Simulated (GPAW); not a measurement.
The system is TiO2.

```
Ti O
1.0
     4.59984    0.00000    0.00000
     0.00000    4.59984    0.00000
     0.00000    0.00000    2.95921
Ti O
2 4
Direct
  0.00000 0.00000 0.50000
  0.50000 0.50000 0.00000
  0.30432 0.30432 0.50000
  0.19568 0.80432 0.00000
  0.80432 0.19568 0.00000
  0.69568 0.69568 0.50000
```

The cell is a database's computed one.

Program: GPAW 26.7.0. Alike in all runs: task band structure; potentials or basis GPAW PAW data sets (gpaw-data 1.2.1), pw; no spin polarisation; cell as given; k mesh 4 × 4 × 7; cutoff (eV) 800; smearing fermi-dirac 0.05 eV.

Question: Order these runs on this cell by their band gap on the k mesh, lowest first.
A. level PBE+U; U Ti d U = 8 eV
B. level PBE+U; U Ti d U = 5 eV
C. level PBE+U; U Ti d U = 2 eV
D. level PBE
E. level PBE+U; U Ti d U = 3 eV

Answer: D (1.87 eV), C (2.18 eV), E (2.35 eV), B (2.69 eV), A (3.25 eV).

